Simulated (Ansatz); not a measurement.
## How the functional changes BN (COD cell start)

The compound was started in one structure type and brought to zero pressure at each level (plane-wave PAW code Ansatz, Gaussian smearing of 0.05 eV, scalar-relativistic unless SOC, spin–orbit coupling, is named).

The start was a cell as deposited in COD.

The cell at PBE (neighbours within 15 % of each site's shortest distance, so a longer bond may be listed from one end only): The structure is hexagonal, space group P6_3/mmc (No. 194). The conventional cell has a = 2.512 Å, b = 2.512 Å, c = 8.387 Å, α = 90.00°, β = 90.00°, γ = 120.00°. B (site symmetry -6m2) is surrounded by 3 N at 1.45 Å. N (site symmetry -6m2) is surrounded by 3 B at 1.45 Å.

```tsv
level	cutoff (eV)	k-mesh	final group	a (Å)	c (Å)	V (Å³/atom)	gap (eV)	B0 (GPa)	E_f (eV/atom)
PBE¶	420	16×16×4	P6_3/mmc	2.512	8.387	11.46	4.39	–	-1.25
r²SCAN¶	500	10×10×4	P6_3/mmc	2.501	6.896	9.34	4.86	–	-1.38
```

Volumes against PBE: r²SCAN −18.5 %. r²SCAN widens the gap by 0.47 eV over PBE, as meta-GGAs in the generalised Kohn–Sham scheme often do. The formation energy spans 0.13 eV/atom over the functionals (r²SCAN lowest, PBE highest); the spread holds the functional's effect on the elements as well as on the compound.

¶ A cell of separate layers, chains or molecules: without a dispersion correction their spacing is ill-determined, and with it the volume and the energy against dense forms. All functionals run on datasets generated with PBE. The gaps are differences of one-electron levels. E_f is the formation energy from the elements run alike, at 0 K, without zero-point energy or any correction for the binding of gas molecules; it is good to about 0.01 eV/atom as a calculation.

All runs used the PAW datasets of the set soft_2.
